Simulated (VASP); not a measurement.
BP: relaxation of the atoms with r2SCAN

The system is BP.

```
B P
1.0
     0.00000    2.29584    2.29584
     2.29584    0.00000    2.29584
     2.29584    2.29584    0.00000
B P
1 1
Direct
  0.00000 0.00000 0.00000
  0.25000 0.25000 0.25000
```

The cell isn't the ideal one: a relaxed cell with its volume scaled by 1.04.

| Quantity | Value |
| --- | --- |
| Program | VASP 6.6.1 |
| Task | relaxation of the atoms |
| Functional | r2SCAN |
| Potentials or basis | VASP PAW PBE potentials, release 64 (B, P) |
| Cutoff | 600 eV |
| k mesh | 10 × 10 × 10 |
| Occupations | gaussian, width 0.03 eV |
| Spin | no spin polarisation |
| Further INCAR settings | ALGO = Normal; EDIFF = 1e-07; IBRION = 2; EDIFFG = -0.01; NSW = 40 |

* Pressure after relaxing: -6.2 GPa
* Band gap on the k mesh: 1.49 eV, indirect (least direct gap 3.59 eV)

Final structure:
```
B P
1.0
     0.00000    2.29584    2.29584
     2.29584    0.00000    2.29584
     2.29584    2.29584    0.00000
B P
1 1
Cartesian
  0.0000 0.0000 0.0000
  1.1479 1.1479 1.1479
```

Levels at points of the mesh, in eV from the valence-band top:
```csv
k point,band 1,band 2,band 3,band 4,band 5,band 6,band 7,band 8
"(0.00, 0.00, 0.00)",-15.94,0.00,0.00,0.00,3.59,3.59,3.59,7.45
"(0.50, 0.00, 0.00)",-12.58,-9.24,-1.82,-1.82,3.92,5.01,5.01,10.79
"(0.50, 0.50, 0.00)",-10.97,-8.94,-4.21,-4.21,1.61,1.94,12.72,12.72
```

Wall time 33 s on 1 thread of Intel(R) Xeon(R) 6975P-C (Granite Rapids) (shared host), peak memory 0.16 GiB.

Caveat: the relaxation stopped at its first step, so nothing moved; the PAW data sets were made with another functional, which shifts forces and pressure a little. A k mesh can miss the band edges.
